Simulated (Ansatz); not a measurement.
# Energy ranking of Ti₂O structures

Computed with DFT r2SCAN, scalar-relativistic, plane waves, PAW in Ansatz 0.2.0. All cells share a 500 eV cutoff and Γ-centred k meshes spaced at most 0.3 Å⁻¹ (0.19 for metals, 2π included).

All energies are static (0 K, no zero-point motion). Only the structures computed here compete, so a lower one can exist. The k mesh leaves about 4 meV/atom of noise in metals. No run is spin-polarised.

```csv
#,started from,space group,atoms,V (Å³/atom),ΔE (meV/atom),gap on mesh (eV)
1,database cell,P-3m1 (No. 164),3,12.1,0,0.00
2,database cell,P2/m (No. 10),9,12.4,58,0.00
```

The lowest structure: Space group P-3m1 (No. 164), trigonal, a = 2.951 Å, c = 4.814 Å. Around Ti lie 3 O at 2.14 Å; around O lie 6 Ti at 2.14 Å. Its energy against the elements is -1.98 eV/atom. Energies over the elements count from the lowest elemental structures computed at the same level (O₂ as a molecule), with no empirical corrections.

```
Ti O
1.0
     2.95144    0.00000    0.00000
    -1.47572    2.55602    0.00000
     0.00000    0.00000    4.81400
Ti O
2 1
Direct
  0.66667 0.33333 0.26889
  0.33333 0.66667 0.73111
  0.00000 0.00000 0.00000
```

The second: Space group P2/m (No. 10), monoclinic, a = 4.693 Å, b = 2.929 Å, c = 8.153 Å, β = 92.0°. Ti on Wyckoff site n (2 atoms of the primitive cell) has 4 O at 2.04–2.05 Å; Ti on Wyckoff site n (2 atoms of the primitive cell) is coordinated by 2 O at 2.02 Å; Ti on Wyckoff site m (2 atoms of the primitive cell) has 1 O at 2.07 Å and 1 O at 2.29 Å; around O on Wyckoff site m (2 atoms of the primitive cell) lie 5 Ti at 2.02–2.07 Å.